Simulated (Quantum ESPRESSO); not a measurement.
# HfN (F-43m) in Quantum ESPRESSO: single point with PBE

Aim: the single point of HfN with PBE.

All numbers are computed with Quantum ESPRESSO 7.5; they aren't measurements. Logs are shortened: lines on timing, memory, paths and dates and some standing lists are left out, and cuts for length are marked.

## 1. Starting point

It takes space group F-43m (No. 216, cubic). Conventional cell: a = 4.910 Å, b = 4.910 Å, c = 4.910 Å, α = 90.00°, β = 90.00°, γ = 90.00°. Hf (site symmetry -43m) has 4 N at 2.13 Å as nearest neighbours. N (site symmetry -43m) is surrounded by 4 Hf at 2.13 Å.

The cell comes from a database or a generator and needn't be the stable form of this composition.

## 2. Single point, PBE

run.py

```python
import numpy as np
from ase.calculators.espresso import Espresso, EspressoProfile
from ase.io import read

atoms = read('POSCAR')

input_data = {
    'control': {'calculation': 'scf', 'prefix': 'pwscf', 'outdir': './tmp', 'tprnfor': True, 'tstress': True, 'disk_io': 'nowf'},
    'system': {'ecutwfc': 60.0, 'ecutrho': 480.0, 'nbnd': 15, 'occupations': 'smearing', 'smearing': 'fd', 'degauss': 0.00367493},
    'electrons': {'conv_thr': 4e-10, 'electron_maxstep': 120, 'mixing_beta': 0.5},
}
pseudopotentials = {'Hf': 'Hf-sp.oncvpsp.upf', 'N': 'N.pbe-n-radius_5.UPF'}
profile = EspressoProfile(command='pw.x', pseudo_dir='pseudo')
dft = Espresso(profile=profile, input_data=input_data, pseudopotentials=pseudopotentials, kpts=(9, 9, 9), koffset=(0, 0, 0))
atoms.calc = dft

print(f'energy {atoms.get_potential_energy():.8f} eV')
print('forces (eV/A)')
print(np.round(atoms.get_forces(), 6))
print('stress (eV/A^3, Voigt)')
print(np.round(atoms.get_stress(), 8))
print(f'Fermi level {dft.get_fermi_level():.4f} eV')
```

POSCAR

```
HfN
1.0
    0.0000000000      2.4548220000      2.4548220000
    2.4548220000      0.0000000000      2.4548220000
    2.4548220000      2.4548220000      0.0000000000
Hf N
1 1
Direct
    0.0000000000      0.0000000000      0.0000000000
    0.2500000000      0.2500000000      0.2500000000
```

Potentials or basis: SSSP 1.3 efficiency PBE.

Command:

```console
> OMP_NUM_THREADS=1 python run.py
```

Standard output:

```text
energy -1812.72726947 eV
forces (eV/A)
[[-0.  0. -0.]
 [-0.  0.  0.]]
stress (eV/A^3, Voigt)
[-0.00080063 -0.00080063 -0.00080063 -0.         -0.         -0.        ]
Fermi level 13.8477 eV
```

espresso.pwi:

```text
&CONTROL
   calculation      = 'scf'
   tstress          = .true.
   tprnfor          = .true.
   outdir           = './tmp'
   prefix           = 'pwscf'
   disk_io          = 'nowf'
   pseudo_dir       = 'pseudo'
/
&SYSTEM
   nbnd             = 15
   ecutwfc          = 60.0
   ecutrho          = 480.0
   occupations      = 'smearing'
   degauss          = 0.00367493
   smearing         = 'fd'
   ntyp             = 2
   nat              = 2
   ibrav            = 0
/
&ELECTRONS
   electron_maxstep = 120
   conv_thr         = 4e-10
   mixing_beta      = 0.5
/
&IONS
/
&CELL
/
&FCP
/
&RISM
/
ATOMIC_SPECIES
Hf 178.49 Hf-sp.oncvpsp.upf
N 14.007 N.pbe-n-radius_5.UPF

K_POINTS automatic
9 9 9  0 0 0

CELL_PARAMETERS angstrom
0.00000000000000 2.45482200000000 2.45482200000000
2.45482200000000 0.00000000000000 2.45482200000000
2.45482200000000 2.45482200000000 0.00000000000000

ATOMIC_POSITIONS angstrom
Hf 0.0000000000 0.0000000000 0.0000000000  
N 1.2274110000 1.2274110000 1.2274110000
```

espresso.pwo:

```text
This program is part of the open-source Quantum ESPRESSO suite
     for quantum simulation of materials; please cite
         "P. Giannozzi et al., J. Phys.:Condens. Matter 21 395502 (2009);
         "P. Giannozzi et al., J. Phys.:Condens. Matter 29 465901 (2017);
         "P. Giannozzi et al., J. Chem. Phys. 152 154105 (2020);
     in publications or presentations arising from this work. More details at

Warning: card &CELL ignored
Warning: card &FCP ignored
Warning: card &RISM ignored

     Message from routine setup:
     using ibrav=0 with symmetry is DISCOURAGED, use correct ibrav instead

     G-vector sticks info
     --------------------
     sticks:   dense  smooth     PW     G-vecs:    dense   smooth      PW
     Sum        1417     721    211                35557    12507    2109

     Using Slab Decomposition

     bravais-lattice index     =            0
     lattice parameter (alat)  =       6.5605  a.u.
     unit-cell volume          =     199.6580 (a.u.)^3
     number of atoms/cell      =            2
     number of atomic types    =            2
     number of electrons       =        17.00
     number of Kohn-Sham states=           15
     kinetic-energy cutoff     =      60.0000  Ry
     charge density cutoff     =     480.0000  Ry
     scf convergence threshold =      4.0E-10
     mixing beta               =       0.5000
     number of iterations used =            8  plain     mixing
     Exchange-correlation= PBE
                           (   1   4   3   4   0   0   0)

     celldm(1)=   6.560454  celldm(2)=   0.000000  celldm(3)=   0.000000
     celldm(4)=   0.000000  celldm(5)=   0.000000  celldm(6)=   0.000000

     crystal axes: (cart. coord. in units of alat)
               a(1) = (   0.000000   0.707107   0.707107 )
               a(2) = (   0.707107   0.000000   0.707107 )
               a(3) = (   0.707107   0.707107   0.000000 )

     reciprocal axes: (cart. coord. in units 2 pi/alat)
               b(1) = ( -0.707107  0.707107  0.707107 )
               b(2) = (  0.707107 -0.707107  0.707107 )
               b(3) = (  0.707107  0.707107 -0.707107 )

     PseudoPot. # 1 for Hf read from file:
     Hf-sp.oncvpsp.upf
     Pseudo is Norm-conserving + core correction, Zval = 12.0
     Generated using ONCVPSP code by D. R. Hamann
     Using radial grid of 1656 points,  8 beta functions with:
                l(1) =   0
                l(2) =   0
                l(3) =   1
                l(4) =   1
                l(5) =   2
                l(6) =   2
                l(7) =   3
                l(8) =   3

     PseudoPot. # 2 for N  read from file:
     N.pbe-n-radius_5.UPF
     Pseudo is Ultrasoft + core correction, Zval =  5.0
     Generated using "atomic" code by A. Dal Corso  v.5.1
     Using radial grid of 1085 points,  4 beta functions with:
                l(1) =   0
                l(2) =   0
                l(3) =   1
                l(4) =   1
     Q(r) pseudized with 0 coefficients

     atomic species   valence    mass     pseudopotential
     Hf               12.00   178.49000     Hf( 1.00)
     N                 5.00    14.00700     N ( 1.00)

     24 Sym. Ops. (no inversion) found

   Cartesian axes

     site n.     atom                  positions (alat units)
         1        Hf     tau(   1) = (   0.0000000   0.0000000   0.0000000  )
         2        N      tau(   2) = (   0.3535534   0.3535534   0.3535534  )

     number of k points=    35  Fermi-Dirac smearing, width (Ry)=  0.0037
                       cart. coord. in units 2pi/alat
        k(    1) = (   0.0000000   0.0000000   0.0000000), wk =   0.0027435
        k(    2) = (   0.0785674   0.0785674  -0.0785674), wk =   0.0219479
        k(    3) = (   0.1571348   0.1571348  -0.1571348), wk =   0.0219479
        k(    4) = (   0.2357023   0.2357023  -0.2357023), wk =   0.0219479
        k(    5) = (   0.3142697   0.3142697  -0.3142697), wk =   0.0219479
        k(    6) = (   0.1571348   0.0000000  -0.0000000), wk =   0.0164609
[... 27 lines left out ...]
        k(   34) = (  -0.0000000  -0.4714045   0.6285394), wk =   0.0658436
        k(   35) = (  -0.0785674  -0.3928371   0.7071068), wk =   0.0658436

     Dense  grid:    35557 G-vectors     FFT dimensions: (  45,  45,  45)

     Smooth grid:    12507 G-vectors     FFT dimensions: (  36,  36,  36)

     Initial potential from superposition of free atoms

     starting charge      16.9981, renormalised to      17.0000
     Starting wfcs are   14 randomized atomic wfcs +    1 random wfcs

     Self-consistent Calculation

     iteration #  1     ecut=    60.00 Ry     beta= 0.50
     Davidson diagonalization with overlap
     ethr =  1.00E-02,  avg # of iterations =  5.6

     total energy              =    -132.93847314 Ry
     estimated scf accuracy    <       0.76329220 Ry

     iteration #  2     ecut=    60.00 Ry     beta= 0.50
     Davidson diagonalization with overlap
     ethr =  4.49E-03,  avg # of iterations =  2.1

     total energy              =    -133.16482346 Ry
     estimated scf accuracy    <       0.38916957 Ry

     iteration #  3     ecut=    60.00 Ry     beta= 0.50
     Davidson diagonalization with overlap
     ethr =  2.29E-03,  avg # of iterations =  1.1

     total energy              =    -133.23174850 Ry
     estimated scf accuracy    <       0.00502337 Ry

     iteration #  4     ecut=    60.00 Ry     beta= 0.50
     Davidson diagonalization with overlap
     ethr =  2.95E-05,  avg # of iterations =  3.6

     total energy              =    -133.23292640 Ry
     estimated scf accuracy    <       0.00064885 Ry

     iteration #  5     ecut=    60.00 Ry     beta= 0.50
     Davidson diagonalization with overlap
     ethr =  3.82E-06,  avg # of iterations =  3.0
[... 22 lines left out ...]
     total energy              =    -133.23300847 Ry
     estimated scf accuracy    <       0.00000042 Ry

     iteration #  9     ecut=    60.00 Ry     beta= 0.50
     Davidson diagonalization with overlap
     ethr =  1.27E-10,  avg # of iterations =  4.0

     total energy              =    -133.23300854 Ry
     estimated scf accuracy    <          2.6E-09 Ry

     iteration # 10     ecut=    60.00 Ry     beta= 0.50
     Davidson diagonalization with overlap
     ethr =  1.53E-11,  avg # of iterations =  2.8

     total energy              =    -133.23300854 Ry
     estimated scf accuracy    <          2.1E-09 Ry

     iteration # 11     ecut=    60.00 Ry     beta= 0.50
     Davidson diagonalization with overlap
     ethr =  1.21E-11,  avg # of iterations =  1.6

     End of self-consistent calculation

          k = 0.0000 0.0000 0.0000 (  1471 PWs)   bands (ev):

   -48.6817 -17.2329 -17.2329 -17.2329  -2.3030   8.3861   8.3861   8.3861
    13.1398  16.1159  16.1159  20.4385  20.4385  20.4385  27.2112

          k = 0.0786 0.0786-0.0786 (  1543 PWs)   bands (ev):

   -48.6793 -17.2906 -17.2403 -17.2403  -2.1625   8.1317   8.4739   8.4739
    13.7797  15.9250  15.9250  20.1205  20.7009  20.7009  25.3982

          k = 0.1571 0.1571-0.1571 (  1555 PWs)   bands (ev):

   -48.6733 -17.4334 -17.2589 -17.2589  -1.8229   7.8033   8.6786   8.6786
    15.0441  15.7132  15.7132  19.5339  20.8726  20.8726  23.0042

          k = 0.2357 0.2357-0.2357 (  1561 PWs)   bands (ev):

   -48.6664 -17.5900 -17.2800 -17.2800  -1.4721   7.8233   8.8691   8.8691
    15.7070  15.9164  15.9164  18.8816  20.2626  20.2626  22.0384

          k = 0.3143 0.3143-0.3143 (  1568 PWs)   bands (ev):

   -48.6619 -17.6893 -17.2937 -17.2937  -1.2685   8.0684   8.9632   8.9632
    15.4621  16.4700  16.4700  18.2063  19.3065  19.3065  22.9574

          k = 0.1571 0.0000-0.0000 (  1547 PWs)   bands (ev):

   -48.6785 -17.2919 -17.2517 -17.2517  -2.1154   7.9770   8.5505   8.5505
    13.9766  15.4282  16.2892  20.5077  20.5077  20.5701  25.9608

          k = 0.2357 0.0786-0.0786 (  1553 PWs)   bands (ev):
[... 124 lines left out ...]
          k =-0.0000-0.3143 0.4714 (  1565 PWs)   bands (ev):

   -48.6585 -17.6030 -17.4478 -17.3278  -1.0583   8.1364   8.6552   9.5825
    13.8330  15.3413  16.9574  19.6940  20.4089  21.0075  23.5751

          k =-0.0786-0.5500 0.7071 (  1578 PWs)   bands (ev):

   -48.6552 -17.6626 -17.4172 -17.3867  -0.9072   7.2820   9.7202  10.1581
    12.7650  15.7194  17.5542  18.8247  19.5718  22.8220  25.3454

          k =-0.0000-0.4714 0.6285 (  1573 PWs)   bands (ev):

   -48.6547 -17.6359 -17.4670 -17.3808  -0.8798   7.7036   9.3424  10.1548
    12.6279  15.5433  17.2047  19.0840  20.0516  23.6250  24.3751

          k =-0.0786-0.3928 0.7071 (  1574 PWs)   bands (ev):

   -48.6550 -17.6140 -17.4790 -17.3844  -0.8891   8.1109   8.8051  10.1730
    12.7242  15.3009  17.3825  19.0864  20.3269  23.1085  24.5531

     the Fermi energy is    13.8477 ev

!    total energy              =    -133.23300854 Ry
     estimated scf accuracy    <          3.6E-11 Ry
     smearing contrib. (-TS)   =      -0.00042412 Ry
     internal energy E=F+TS    =    -133.23258442 Ry

     The total energy is F=E-TS. E is the sum of the following terms:
     one-electron contribution =     -25.47410340 Ry
     hartree contribution      =      20.15921943 Ry
     xc contribution           =     -34.03054417 Ry
     ewald contribution        =     -93.88715627 Ry

     convergence has been achieved in  11 iterations

     Forces acting on atoms (cartesian axes, Ry/au):

     atom    1 type  1   force =    -0.00000000    0.00000000   -0.00000000
     atom    2 type  2   force =    -0.00000000    0.00000000    0.00000000

     Total force =     0.000000     Total SCF correction =     0.000000

     Computing stress (Cartesian axis) and pressure

          total   stress  (Ry/bohr**3)                   (kbar)     P=        1.28
   0.00000872   0.00000000   0.00000000            1.28        0.00        0.00
   0.00000000   0.00000872   0.00000000            0.00        1.28        0.00
   0.00000000   0.00000000   0.00000872            0.00        0.00        1.28

=------------------------------------------------------------------------------=
   JOB DONE.
=------------------------------------------------------------------------------=
```

Wall time 18 s (1 thread of Arm Neoverse V2, shared host); peak memory 0.1 GiB.

What came out:

```
Free energy            : -1812.7274 eV
Pressure               : 0.1 GPa
Band gap on the k mesh : none (metal or under the smearing width)
```
